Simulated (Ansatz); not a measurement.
Geometry optimisation, RKS PBE-D4/6-31G* (Ansatz 0.2.0).

The input (input.yaml):

```yaml
crystal:
  periodic: [false, false, false]
  atoms:
    - { symbol: H, position_ang: [-1.6028, -0.6739, -0.3699] }
    - { symbol: "N", position_ang: [-0.6666, -0.9197, 0.569] }
    - { symbol: C, position_ang: [-0.1895, 0.0186, -0.1904] }
    - { symbol: "N", position_ang: [0.9993, 0.6469, -0.1606] }
    - { symbol: O, position_ang: [-1.0938, 0.2537, -1.0878] }
    - { symbol: H, position_ang: [-0.1722, -1.3139, 1.3589] }
    - { symbol: H, position_ang: [1.128, 1.444, -0.7583] }
    - { symbol: H, position_ang: [1.5977, 0.5443, 0.639] }
basis:
  gaussian: { orbitals: "6-31G*" }
hamiltonian:
  xc: pbe
  dispersion: d4
relax:
  f_tol: 0.15
  max_steps: 25
  restrain:
    - { distance: [4, 0], at: 0.97, k: 30.0 }
    - { distance: [1, 0], at: 2.32, k: 30.0 }
output:
  orbitals: {}
```

Command:

```bash
$ ansatz run input.yaml --threads 1 --pin off --max-ram 2048MiB --backend cpu --events-out ev --progress --plain --runs-dir out
```

Problem. Where does it end, and by what steps?

Solution. The forces met the threshold. The restraints hold the end off the free minimum. After 8 steps the energy has fallen by 1.161 eV (the restraints' own energy left out); H1 moved furthest, 0.74 Å. Joined: H1–O5.

```tsv
step	energy less start (eV)	largest force component (eV/Å)	accepted
0	0.0000	1.290	yes
1	-0.1389	2.918	yes
2	-0.4308	4.892	yes
3	-0.7763	1.719	yes
4	-1.0662	1.312	yes
5	-1.1005	0.935	yes
6	-1.1490	0.261	yes
7	-1.1597	0.252	yes
8	-1.1612	0.191	yes
```

```xyz
8
Properties=species:S:1:pos:R:3
H -1.865 -0.300 -0.950
N -0.570 -1.035 0.821
C -0.213 -0.148 -0.040
N 1.010 0.502 -0.194
O -1.061 0.249 -1.039
H 0.191 -1.236 1.482
H 0.964 1.359 -0.746
H 1.543 0.610 0.666
```

Run time: 19 s on 1 thread of Arm Neoverse V1 (shared host), peak memory 0.13 GiB.
